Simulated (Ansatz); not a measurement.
Run on Pd (fcc type): DFT, PBE, all-electron LAPW, Dirac equation with spin-orbit coupling (Ansatz 0.2.0). This run: fcc relaxed.

The cell comes from a relaxation on PAW files under the same functional.

Command: `ansatz run input.yaml --threads 2 --pin off --max-ram 5120MiB --backend cpu --events-out ev --progress --plain --runs-dir out` It took 4.7 min on 2 threads of Arm Neoverse V1 (shared host), peak memory 0.82 GiB.

```yaml
crystal:
  lattice:
    - [0.0, 1.9717053243, 1.9717053243]
    - [1.9717053243, 0.0, 1.9717053243]
    - [1.9717053243, 1.9717053243, 0.0]
  atoms:
    - { symbol: Pd, position: [0.0, 0.0, 0.0] }
kpoints:
  mp_grid: { grid: [18, 18, 18] }
scf:
  occupations: { method: fermi_dirac, width: 0.05 }
hamiltonian:
  xc: pbe
  pseudopotentials: { kind: all_electron, lapw: { basis_error: 0.0005 } }
output:
  forces: true
  stress: true
  eigenvalues: true
  populations: true
relax:
  f_tol: 0.005
  max_steps: 25
  cell: {}
magnetization:
  noncollinear: true
  spin_orbit: true
```

Output:

```
The last accepted step is kept in <dir> (removed where the run ends without a failure and the disk answers)
Pd: projections on atomic orbitals take those of the free atom 1s2 2s2 2p6 3s2 3p6 3d10 4s2 4p6 4d10, of charge +0.00 (hamiltonian.pseudopotentials.projection_atoms)
LAPW: plane waves up to 8.833 Å⁻¹, error target 5.0e-4 eV per atom; Dirac's equation on spinors; Pd in spheres of 1.352 Å, 28 of its electrons in bands (how accurate: hamiltonian.pseudopotentials.lapw.basis_error, Limitations)
Engine: ansatz 0.2.0
Pseudopotentials: kind: all_electron
Pseudopotential: Pd, LAPW, valence charge 28, lapw/all_electron/dirac/gaussian/Pd, Dirac's equation, gaussian nucleus
Functional definition: PBE
  parameter kappa = 0.804
  parameter beta = 0.06672455060314922
  exchange = pbe_x(kappa = kappa, mu = beta*pi^2/3)
  correlation = pbe_c(beta = beta)
non-collinear run that drives no moment, with spin-orbit: no starting moment large enough to seed its density (crystal.atoms[].spin), no starting occupations that ask for one, no magnetisation constraint and no magnetic field, so the semilocal B_xc is pinned to zero
Crystal: 1 atoms, lattice volume = 15.330 Å³
Basis set: ecut = 297.2677238288803 eV, 169 PW (Γ), exchange–correlation at level 2
Bands: 36, of which v1, the nominal top of the filled ones, is band 28 counted from 1 (27 counted from 0)
Symmetry: 48 space group operations + 48 with time reversal
Magnetic group: BNS 225.117 (UNI 1619), of the structure as read, at distance tolerance 2.5e-5 Å
k-points: 195 of 5832
Non-local potential: Pd, projectors of the file, none
Initial density: superposition of atomic densities (chi_scale 0.1, normalization cell)
Initial wavefunctions: plane waves of lowest kinetic energy (no species holds an atomic orbital)
Functional: x = pbe(κ = 0.804, μ = 0.2195149727645171), c = pbe(β = 0.06672455060314922)
iter 1 solved again at ethr=1.09e-3 eV; its pass at ethr=1.00e-1 eV (dr2=3.06e-1 eV) is discarded
SCF iter   1: F=—  HF=-137336.312541 eV  |F-HF|=—  |Δ(HF+E_count)|=         —  Δρ=5.73e-2  dr2=3.07e-1  dr2_m=0.00e0 (ungated)  ethr=1.09e-3  |M|=0.00e0 ∫|m|=0.00e0 μB  β_m=0.30  ⟨swp⟩=2.2  Hψ=44326  notcnv=0
preconditioner: auto → none  [metal: Δε(μ)=0.005 eV  Ē_g=13.230 eV  σ=0.050 eV  W_gap=0.03  n_scr=8 (ndim 8)  ℏωp=30.0 eV  f_vac=0.013  D(μ)=2.25/eV (n_scr^D=26)  sad-step TF]
SCF iter   2: F=—  HF=-137335.441949 eV  |F-HF|=—  |Δ(HF+E_count)|=   8.71e-1  Δρ=2.51e-2  dr2=6.94e-2  dr2_m=0.00e0 (ungated)  ethr=1.09e-3  |M|=0.00e0 ∫|m|=0.00e0 μB  β_m=0.34  ⟨swp⟩=2.0  Hψ=19238  notcnv=0
SCF iter   3: F=—  HF=-137335.393507 eV  |F-HF|=—  |Δ(HF+E_count)|=         —  Δρ=1.27e-2  dr2=1.93e-2  dr2_m=0.00e0 (ungated)  ethr=2.48e-4  |M|=0.00e0 ∫|m|=0.00e0 μB  β_m=0.57  ⟨swp⟩=2.0  Hψ=20950  notcnv=0
the basis was enlarged: its passes take 3.2 MiB over the memory plan, 2 of 2 planned eigensolver slots
iter 4 solved again at ethr=3.79e-7 eV; its pass at ethr=6.90e-5 eV (dr2=1.06e-4 eV) is discarded
SCF iter   4: F=—  HF=-137335.383650 eV  |F-HF|=—  |Δ(HF+E_count)|=   9.86e-3  Δρ=8.83e-4  dr2=1.06e-4  dr2_m=0.00e0 (ungated)  ethr=3.79e-7  |M|=0.00e0 ∫|m|=0.00e0 μB  β_m=0.67  ⟨swp⟩=2.3  Hψ=35388  notcnv=0
SCF iter   5: F=—  HF=-137335.383668 eV  |F-HF|=—  |Δ(HF+E_count)|=   1.81e-5  Δρ=1.56e-4  dr2=2.85e-6  dr2_m=0.00e0 (ungated)  ethr=3.78e-7  |M|=0.00e0 ∫|m|=0.00e0 μB  β_m=0.80  ⟨swp⟩=2.4  Hψ=19854  notcnv=0
SCF iter   6: F=-137335.383671 eV  HF=-137335.383671 eV  |F-HF|=1.14e-8  |Δ(HF+E_count)|=   2.52e-6  Δρ=1.20e-5  dr2=1.17e-8  dr2_m=0.00e0 (ungated)  ethr=1.02e-8  |M|=0.00e0 ∫|m|=0.00e0 μB  ⟨swp⟩=3.0  Hψ=20474  notcnv=0
SCF 1 converged in 6 iterations: F = -137335.383671 eV  dr2 = 1.17e-8
relax step   1: F+E_penalty+E_count = -137335.38367064 eV  Δ(F+E_penalty+E_count) = +0.000e0 eV  max|allowed force component| = 0.000e0 eV/Å  Δτ_max = 0.0000 Å  P = -0.103 GPa  Ω = 15.330 Å³  (6 SCF iters, accepted)
Crystal: 1 atoms, lattice volume = 15.314 Å³
Basis set: ecut = 297.48229870954094 eV, 169 PW (Γ), exchange–correlation at level 2
Initial density: handed on by an earlier stage of this run
Initial wavefunctions: those handed on with the density
iter 1 solved again at ethr=1.55e-10 eV; its pass at ethr=1.00e-1 eV (dr2=4.33e-8 eV) is discarded
SCF iter   1: F=—  HF=-137335.383672 eV  |F-HF|=—  |Δ(HF+E_count)|=         —  Δρ=9.66e-6  dr2=5.86e-9  dr2_m=0.00e0 (ungated)  ethr=1.55e-10  |M|=0.00e0 ∫|m|=0.00e0 μB  β_m=0.30  ⟨swp⟩=6.0  Hψ=40304  notcnv=0
preconditioner: auto → none  [metal: Δε(μ)=0.006 eV  Ē_g=13.870 eV  σ=0.050 eV  W_gap=0.03  n_scr=8 (ndim 8)  ℏωp=30.0 eV  f_vac=0.000  D(μ)=2.28/eV (n_scr^D=26)]
SCF iter   2: F=-137335.383672 eV  HF=-137335.383672 eV  |F-HF|=2.41e-8  |Δ(HF+E_count)|=   3.11e-7  Δρ=1.58e-5  dr2=2.11e-8  dr2_m=0.00e0 (ungated)  ethr=2.09e-11  |M|=0.00e0 ∫|m|=0.00e0 μB  ⟨swp⟩=3.0  Hψ=21762  notcnv=0
SCF 2 converged in 2 iterations: F = -137335.383672 eV  dr2 = 2.11e-8
relax step   2: F+E_penalty+E_count = -137335.38367180 eV  Δ(F+E_penalty+E_count) = -1.153e-6 eV  max|allowed force component| = 0.000e0 eV/Å  Δτ_max = 0.0000 Å  P = +0.081 GPa  Ω = 15.314 Å³  (2 SCF iters, accepted)
Crystal: 1 atoms, lattice volume = 15.321 Å³
Basis set: ecut = 297.3876207489058 eV, 169 PW (Γ), exchange–correlation at level 2
iter 1 solved again at ethr=3.28e-11 eV; its pass at ethr=1.00e-1 eV (dr2=9.18e-9 eV) is discarded
SCF iter   1: F=—  HF=-137335.383674 eV  |F-HF|=—  |Δ(HF+E_count)|=         —  Δρ=1.86e-5  dr2=2.94e-8  dr2_m=0.00e0 (ungated)  ethr=3.28e-11  |M|=0.00e0 ∫|m|=0.00e0 μB  β_m=0.30  ⟨swp⟩=5.9  Hψ=40229  notcnv=0
preconditioner: auto → none  [metal: Δε(μ)=0.007 eV  Ē_g=13.865 eV  σ=0.050 eV  W_gap=0.03  n_scr=8 (ndim 8)  ℏωp=30.0 eV  f_vac=0.000  D(μ)=2.28/eV (n_scr^D=26)]
[... lines left out ...]
SCF iter   2: F=-137335.383674 eV  HF=-137335.383674 eV  |F-HF|=6.84e-9  |Δ(HF+E_count)|=   7.10e-9  Δρ=6.58e-6  dr2=3.48e-9  dr2_m=0.00e0 (ungated)  ethr=2.30e-11  |M|=0.00e0 ∫|m|=0.00e0 μB  ⟨swp⟩=2.0  Hψ=19698  notcnv=0
SCF 4 converged in 2 iterations: F = -137335.383674 eV  dr2 = 3.48e-9
relax step   4: F+E_penalty+E_count = -137335.38367362 eV  Δ(F+E_penalty+E_count) = +1.339e-9 eV  max|allowed force component| = 0.000e0 eV/Å  Δτ_max = 0.0000 Å  P = -0.000 GPa  Ω = 15.321 Å³  stress off target by 2.34e-4 GPa  SCF on the basis re-selected at this cell (its energy is not comparable with the rows above)  (2 SCF iters)
basis re-selected at this cell: Δ(F+E_penalty+E_count) = +1.339e-9 eV, ΔP = -0.000 GPa vs the last step (what re-selecting the basis moved, after the strain that the cell walked since its last selection, with what the two solves' SCF thresholds leave and, on support functions, any second-order correction that the steps lacked; it is no measure of the basis error at this ecutwfc). This SCF's stress stands 2.34e-4 GPa from its target on what of the cell is left free (relax.cell.stress_tol is 5.00e-2 GPa) and its largest allowed force component is 0.00e0 eV/Å (relax.f_tol is 5.00e-3 eV/Å): within both
SCF converged after 2 iterations
Magnetization: |M| = 0.0000 μB,  M = (+0.0000, +0.0000, +0.0000) μB
Absolute magnetization: 0.0000 μB (∫|m|)
  site 0: m = (+0.0000, +0.0000, +0.0000) μB, |m| = 0.0000 μB  (R = 1.35 Å)
Free energy (F): -137335.383674 eV
Harris-Foulkes:  -137335.383674 eV  (|F-HF|=6.84e-9)
Internal energy: -137335.365329 eV  (E = F + TS)
E sigma→0 (E₀):  -137335.374501 eV
Entropy (-TS):   -0.018345 eV (-18.345 meV/atom)
Fermi energy:    20.461316 eV
--- Per-component energies (eV) ---
  E_band       = -3160.368909
  E_kinetic    = 143441.748339
  E_xc         = -3923.982535
  E_electrostatic = -276853.131133  (all electrons and nuclei)
  E_smearing   = -0.018345  (= −TS)
  E_closure    = 0.000000  (closes the sum)
  E_atoms      = -137331.622955  (free atoms, spherical and without spin; not in F)
  Σ components = -137335.383674   (vs F -137335.383674, Δ=0.00e0)
  Basis errors (estimates in eV, not in F): energy 1.3e-4 per atom: plane waves 1.1e-4 (5.7e-5 summed), levels above the bands 1.1e-164, relativity 7.2e-8, radial functions 1.7e-5, core shells 9.9e-8; eigenvalues (radial functions only) 2.2e-7; not estimated: angular momenta, meshes, grids; target (lapw.basis_error) 5.0e-4; muffin-tin radii Pd 1.352 Å
--- Forces (eV/Å), atoms counted from 1 ---
  atom   1  Pd    -0.00000000    -0.00000000     0.00000000
  max |Σ_I F_I| component: 8.75e-28 eV/Å
--- Stress (GPa, compression-positive) ---
       -0.000234      -0.000000      -0.000000
       -0.000000      -0.000234      -0.000000
       -0.000000      -0.000000      -0.000234
  P = ⅓ Tr σ = -0.0002 GPa (-0.002 kbar)
--- Band table (eV; the first three rows and the last of 195) ---
  k-point 0: bands = ["-307.0254", "-307.0254", "-307.0254", "-307.0254", "-301.4933", "-301.4933", "-301.4815", "-301.4815", "-301.4815", "-301.4815", "-63.5496", "-63.5496", "-32.2082", "-32.2082", "-27.6928", "-27.6928", "-27.6928", "-27.6928", "13.5796", "13.5796", "17.6413", "17.6413", "17.6413", "17.6413", "17.9527", "17.9527", "19.3185", "19.3185", "19.3185", "19.3185", "37.4370", "37.4370", "41.7789", "41.7789", "42.0151", "42.0151"]
  k-point 1: bands = ["-307.0254", "-307.0254", "-307.0254", "-307.0254", "-301.4933", "-301.4933", "-301.4815", "-301.4815", "-301.4815", "-301.4815", "-63.5483", "-63.5483", "-32.2120", "-32.2120", "-27.7014", "-27.7014", "-27.6945", "-27.6945", "13.6884", "13.6884", "17.6299", "17.6299", "17.6712", "17.6712", "17.9698", "17.9698", "19.2938", "19.2938", "19.3088", "19.3088", "37.5450", "37.5450", "41.2024", "41.2024", "41.9928", "41.9928"]
  k-point 2: bands = ["-307.0254", "-307.0254", "-307.0254", "-307.0254", "-301.4933", "-301.4933", "-301.4815", "-301.4815", "-301.4815", "-301.4815", "-63.5443", "-63.5443", "-32.2231", "-32.2231", "-27.7262", "-27.7262", "-27.6994", "-27.6994", "14.0033", "14.0033", "17.5750", "17.5750", "17.7465", "17.7465", "18.0482", "18.0482", "19.2345", "19.2345", "19.2961", "19.2961", "37.7692", "37.7692", "39.7393", "39.7393", "42.3211", "42.3211"]
  k-point 194: bands = ["-307.0254", "-307.0254", "-307.0254", "-307.0254", "-301.4933", "-301.4933", "-301.4815", "-301.4815", "-301.4815", "-301.4815", "-63.4886", "-63.4886", "-32.3750", "-32.3750", "-27.9554", "-27.9554", "-27.8781", "-27.8781", "16.3107", "16.3107", "16.9033", "16.9033", "17.6174", "17.6174", "19.2698", "19.2698", "20.7254", "20.7254", "28.3647", "28.3647", "29.8577", "29.8577", "30.5283", "30.5283", "31.7891", "31.7891"]
--- Relaxed structure (3 steps of the walk, 3 accepted, 1 SCFs on fresh bases) ---
  F+E_penalty+E_count = -137335.38367362 eV   max|allowed force component| = 0.000e0 eV/Å   (the final SCF, on the basis selected at the relaxed cell)
  cell:  # Å, volume = 15.3212 Å³
    - [-5.5730631609795545e-36, 1.9713078208210222, 1.9713078208210222]
    - [1.9713078208210222, -1.194227820209904e-35, 1.9713078208210222]
    - [1.9713078208210222, 1.9713078208210222, -6.209984665091499e-35]
  atoms:
    - { symbol: Pd, position: [0.0, 0.0, 0.0] }
--- Löwdin populations: 1 site ---
  site symbol       q [e]
     0     Pd     45.3631
  spilling = 0.013845 (of n_electrons = 46.000000)
```

populations.tsv:

```
# site	symbol	l	j	q
# orbitals = lowdin
# n_electrons = 46.000000
# spilling = 0.013845
# projection_atom_Pd: 1s2 2s2 2p6 3s2 3p6 3d10 4s2 4p6 4d10
0	Pd	0_1S	0.5	2.000000
0	Pd	0_2S	0.5	1.999998
0	Pd	0_3S	0.5	1.999964
0	Pd	0_4S	0.5	1.999295
0	Pd	1_2P	0.5	1.998557
0	Pd	1_2P	1.5	3.999920
0	Pd	1_3P	0.5	1.998626
0	Pd	1_3P	1.5	3.999493
0	Pd	1_4P	0.5	1.996506
0	Pd	1_4P	1.5	3.999501
0	Pd	2_3D	1.5	3.999842
0	Pd	2_3D	2.5	5.999933
0	Pd	2_4D	1.5	3.816063
0	Pd	2_4D	2.5	5.555434
```

Next run (bcc relaxed), as changes to the input before:

```diff
   lattice:
-    - [0.0, 1.9717053243, 1.9717053243]
-    - [1.9717053243, 0.0, 1.9717053243]
-    - [1.9717053243, 1.9717053243, 0.0]
+    - [-1.5690291878, 1.5690291878, 1.5690291878]
+    - [1.5690291878, -1.5690291878, 1.5690291878]
+    - [1.5690291878, 1.5690291878, -1.5690291878]
   atoms:
```

Command: `ansatz run input.yaml --threads 2 --pin off --max-ram 5120MiB --backend cpu --events-out ev --progress --plain --runs-dir out` It took 4.3 min on 2 threads of Arm Neoverse V1 (shared host), peak memory 0.77 GiB.

Results part of the output:

```
basis re-selected at this cell: Δ(F+E_penalty+E_count) = -1.161e-8 eV, ΔP = -0.000 GPa vs the last step (what re-selecting the basis moved, after the strain that the cell walked since its last selection, with what the two solves' SCF thresholds leave and, on support functions, any second-order correction that the steps lacked; it is no measure of the basis error at this ecutwfc). This SCF's stress stands 6.50e-4 GPa from its target on what of the cell is left free (relax.cell.stress_tol is 5.00e-2 GPa) and its largest allowed force component is 0.00e0 eV/Å (relax.f_tol is 5.00e-3 eV/Å): within both
SCF converged after 2 iterations
Magnetization: |M| = 0.0000 μB,  M = (+0.0000, +0.0000, +0.0000) μB
Absolute magnetization: 0.0000 μB (∫|m|)
  site 0: m = (+0.0000, +0.0000, +0.0000) μB, |m| = 0.0000 μB  (R = 1.32 Å)
Free energy (F): -137335.331555 eV
Harris-Foulkes:  -137335.331555 eV  (|F-HF|=8.64e-9)
Internal energy: -137335.321373 eV  (E = F + TS)
E sigma→0 (E₀):  -137335.326464 eV
Entropy (-TS):   -0.010183 eV (-10.183 meV/atom)
Fermi energy:    20.243557 eV
--- Per-component energies (eV) ---
  E_band       = -3164.588516
  E_kinetic    = 143441.665212
  E_xc         = -3924.024561
  E_electrostatic = -276852.962024  (all electrons and nuclei)
  E_smearing   = -0.010183  (= −TS)
  E_closure    = 0.000000  (closes the sum)
  E_atoms      = -137331.622955  (free atoms, spherical and without spin; not in F)
  Σ components = -137335.331555   (vs F -137335.331555, Δ=0.00e0)
[... lines left out ...]
       -0.000000      -0.000650       0.000000
       -0.000000       0.000000      -0.000650
  P = ⅓ Tr σ = -0.0007 GPa (-0.007 kbar)
--- Band table (eV; the first three rows and the last of 195) ---
  k-point 0: bands = ["-307.1669", "-307.1669", "-307.1669", "-307.1669", "-301.6384", "-301.6384", "-301.6211", "-301.6211", "-301.6211", "-301.6211", "-63.7002", "-63.7002", "-32.3599", "-32.3599", "-27.8461", "-27.8461", "-27.8461", "-27.8461", "13.4370", "13.4370", "17.3489", "17.3489", "17.3489", "17.3489", "17.6541", "17.6541", "19.3636", "19.3636", "19.3636", "19.3636", "39.3140", "39.3140", "39.3145", "39.3145", "39.3145", "39.3145"]
  k-point 1: bands = ["-307.1669", "-307.1669", "-307.1669", "-307.1669", "-301.6384", "-301.6384", "-301.6211", "-301.6211", "-301.6211", "-301.6211", "-63.6987", "-63.6987", "-32.3638", "-32.3638", "-27.8551", "-27.8551", "-27.8480", "-27.8480", "13.5514", "13.5514", "17.3315", "17.3315", "17.3853", "17.3853", "17.6778", "17.6778", "19.3191", "19.3191", "19.3671", "19.3671", "39.2405", "39.2405", "39.3324", "39.3324", "39.4471", "39.4471"]
  k-point 2: bands = ["-307.1669", "-307.1669", "-307.1669", "-307.1669", "-301.6384", "-301.6384", "-301.6211", "-301.6211", "-301.6211", "-301.6211", "-63.6945", "-63.6945", "-32.3754", "-32.3754", "-27.8808", "-27.8808", "-27.8532", "-27.8532", "13.8827", "13.8827", "17.2619", "17.2619", "17.4281", "17.4281", "17.8318", "17.8318", "19.2106", "19.2106", "19.3788", "19.3788", "38.8816", "38.8816", "39.2910", "39.2910", "39.8312", "39.8312"]
  k-point 194: bands = ["-307.1669", "-307.1669", "-307.1669", "-307.1669", "-301.6384", "-301.6384", "-301.6211", "-301.6211", "-301.6211", "-301.6211", "-63.6139", "-63.6139", "-32.5778", "-32.5778", "-28.1357", "-28.1357", "-28.1357", "-28.1357", "15.3326", "15.3326", "15.3326", "15.3326", "20.3234", "20.3234", "20.3234", "20.3234", "20.6672", "20.6672", "28.7851", "28.7851", "29.5487", "29.5487", "29.5487", "29.5487", "37.2736", "37.2736"]
--- Relaxed structure (3 steps of the walk, 3 accepted, 1 SCFs on fresh bases) ---
  F+E_penalty+E_count = -137335.33155516 eV   max|allowed force component| = 0.000e0 eV/Å   (the final SCF, on the basis selected at the relaxed cell)
  cell:  # Å, volume = 15.4408 Å³
    - [-1.568688541746883, 1.568688541746883, 1.568688541746883]
    - [1.568688541746883, -1.568688541746883, 1.568688541746883]
    - [1.568688541746883, 1.568688541746883, -1.568688541746883]
  atoms:
    - { symbol: Pd, position: [0.0, 0.0, 0.0] }
--- Löwdin populations: 1 site ---
  site symbol       q [e]
     0     Pd     45.3754
  spilling = 0.013579 (of n_electrons = 46.000000)
```

Next run (hcp relaxed), as changes to the input before:

```diff
   lattice:
-    - [-1.5690291878, 1.5690291878, 1.5690291878]
-    - [1.5690291878, -1.5690291878, 1.5690291878]
-    - [1.5690291878, 1.5690291878, -1.5690291878]
+    - [2.7737664982, 0.0, 0.0]
+    - [-1.3868832491, 2.4021522516, 0.0]
+    - [0.0, 0.0, 4.6252402679]
   atoms:
-    - { symbol: Pd, position: [0.0, 0.0, 0.0] }
+    - { symbol: Pd, position: [0.3333333333, 0.6666666667, 0.25] }
+    - { symbol: Pd, position: [0.6666666667, 0.3333333333, 0.75] }
 kpoints:
-  mp_grid: { grid: [18, 18, 18] }
+  mp_grid: { grid: [17, 17, 9] }
 scf:
```

Command: `ansatz run input.yaml --threads 2 --pin off --max-ram 5120MiB --backend cpu --events-out ev --progress --plain --runs-dir out` It took 14 min on 2 threads of Arm Neoverse V1 (shared host), peak memory 1.7 GiB.

Results part of the output:

```
basis re-selected at this cell: Δ(F+E_penalty+E_count) = -1.535e-7 eV, ΔP = -0.000 GPa vs the last step (what re-selecting the basis moved, after the strain that the cell walked since its last selection, with what the two solves' SCF thresholds leave and, on support functions, any second-order correction that the steps lacked; it is no measure of the basis error at this ecutwfc). This SCF's stress stands 7.24e-3 GPa from its target on what of the cell is left free (relax.cell.stress_tol is 5.00e-2 GPa) and its largest allowed force component is 2.08e-17 eV/Å (relax.f_tol is 5.00e-3 eV/Å): within both
SCF converged after 2 iterations
Magnetization: |M| = 0.0000 μB,  M = (+0.0000, +0.0000, +0.0000) μB
Absolute magnetization: 0.0000 μB (∫|m|)
  site 0: m = (+0.0000, +0.0000, +0.0000) μB, |m| = 0.0000 μB  (R = 1.35 Å)
  site 1: m = (+0.0000, +0.0000, +0.0000) μB, |m| = 0.0000 μB  (R = 1.35 Å)
Free energy (F): -274670.700033 eV
Harris-Foulkes:  -274670.700033 eV  (|F-HF|=2.33e-9)
Internal energy: -274670.657479 eV  (E = F + TS)
E sigma→0 (E₀):  -274670.678756 eV
Entropy (-TS):   -0.042554 eV (-21.277 meV/atom)
Fermi energy:    20.331316 eV
--- Per-component energies (eV) ---
  E_band       = -6326.480979
  E_kinetic    = 286883.411424
  E_xc         = -7847.949671
[... lines left out ...]
  k-point 2: bands = ["-307.1368", "-307.1368", "-307.1368", "-307.1368", "-307.1126", "-307.1126", "-307.1126", "-307.1126", "-301.6037", "-301.6037", "-301.6037", "-301.6037", "-301.5764", "-301.5764", "-301.5764", "-301.5764", "-301.5741", "-301.5741", "-301.5741", "-301.5741", "-63.6476", "-63.6476", "-63.6165", "-63.6165", "-32.4173", "-32.4173", "-32.3282", "-32.3282", "-28.0144", "-28.0144", "-27.8578", "-27.8578", "-27.8202", "-27.8202", "-27.8170", "-27.8170", "13.8857", "13.8857", "15.3597", "15.3597", "17.3980", "17.3980", "17.4958", "17.4958", "17.7512", "17.7512", "17.8418", "17.8418", "18.1307", "18.1307", "18.9819", "18.9819", "19.1292", "19.1292", "19.6579", "19.6579", "19.9771", "19.9771", "20.1337", "20.1337", "29.1459", "29.1459", "36.6355", "36.6355", "38.8034", "38.8034", "38.8839", "38.8839"]
  k-point 164: bands = ["-307.1368", "-307.1368", "-307.1368", "-307.1368", "-307.1126", "-307.1126", "-307.1126", "-307.1126", "-301.6037", "-301.6037", "-301.6037", "-301.6037", "-301.5764", "-301.5764", "-301.5764", "-301.5764", "-301.5741", "-301.5741", "-301.5741", "-301.5741", "-63.5955", "-63.5955", "-63.5950", "-63.5950", "-32.4732", "-32.4732", "-32.4713", "-32.4713", "-28.1061", "-28.1061", "-28.0618", "-28.0618", "-27.9555", "-27.9555", "-27.9125", "-27.9125", "16.3600", "16.3600", "16.4590", "16.4590", "16.8406", "16.8406", "16.9687", "16.9687", "17.5803", "17.5803", "17.7851", "17.7851", "18.5177", "18.5177", "18.8254", "18.8254", "20.1171", "20.1171", "20.1976", "20.1976", "26.7149", "26.7149", "26.7936", "26.7936", "28.6831", "28.6831", "29.0720", "29.0720", "29.5836", "29.5836", "30.2183", "30.2183"]
--- Relaxed structure (3 steps of the walk, 3 accepted, 1 SCFs on fresh bases) ---
  F+E_penalty+E_count = -274670.70003317 eV   max|allowed force component| = 2.082e-17 eV/Å   (the final SCF, on the basis selected at the relaxed cell)
  cell:  # Å, volume = 30.7991 Å³
    - [2.77307769792713, 7.667515377385214e-34, 2.2718564081141373e-34]
    - [-1.386538848963565, 2.401555733072964, -1.623176708358956e-20]
    - [6.629538953596055e-34, -3.125356549905205e-20, 4.624699795980411]
  atoms:
    - { symbol: Pd, position: [0.3333333333333333, 0.6666666666666666, 0.25000000000000006] }
    - { symbol: Pd, position: [0.6666666666666666, 0.3333333333333333, 0.7500000000000001] }
--- Löwdin populations: 2 sites ---
  site symbol       q [e]
     0     Pd     45.3702
     1     Pd     45.3702
  spilling = 0.013690 (of n_electrons = 92.000000)
```
